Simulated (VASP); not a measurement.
The system is ZrC.

```
Zr C
1.0
     3.39148    0.00000    0.00000
    -1.69574    2.93710    0.00000
     0.00000    0.00000    5.29005
Zr C
2 2
Direct
  0.66667 0.33333 0.75000
  0.33333 0.66667 0.25000
  0.00000 0.00000 0.50000
  0.00000 0.00000 0.00000
```

The cell comes from a database or a generator and needn't be the stable form of this composition.

```yaml
Program: VASP 6.6.1
Task: single point
Functional: PBEsol
Potentials_or_basis: VASP PAW PBE potentials, release 64 (Zr_sv, C)
Cutoff: 520 eV
k_mesh: 9 × 9 × 5
Occupations: fermi-dirac, width 0.05 eV
Spin: no spin polarisation
```

On this cell: pressure -7.5 GPa; largest force under 0.003 eV/Å; band gap on the k mesh none (metal or under the smearing width).

The same run follows on a disturbed copy (atoms moved at random, drawn with an rms of 0.05 Å):

```
Zr C
1.0
     3.39148    0.00000    0.00000
    -1.69574    2.93710    0.00000
     0.00000    0.00000    5.29005
Zr C
2 2
Direct
  0.65650 0.33618 0.74578
  0.35343 0.68148 0.25339
  0.98932 0.99143 0.50103
  0.00190 0.99084 0.99757
```

What does the disturbed cell give?

The energy (extrapolated to zero smearing) moves by +20.1 meV/atom; pressure -6.8 GPa; largest force 1.271 eV/Å; band gap on the k mesh none (metal or under the smearing width).

Forces on the atoms (eV/Å):
```
Zr   0.504 -0.493  0.585
Zr  -0.619 -0.927 -0.611
C    0.243  0.745 -0.082
C   -0.127  0.675  0.108
```

Stress tensor (GPa, compression positive):
```
-7.62 -0.08  0.48
-0.08 -7.46  0.14
 0.48  0.14 -5.47
```

Caveats: the PAW data sets were made with another functional, which shifts forces and pressure a little.
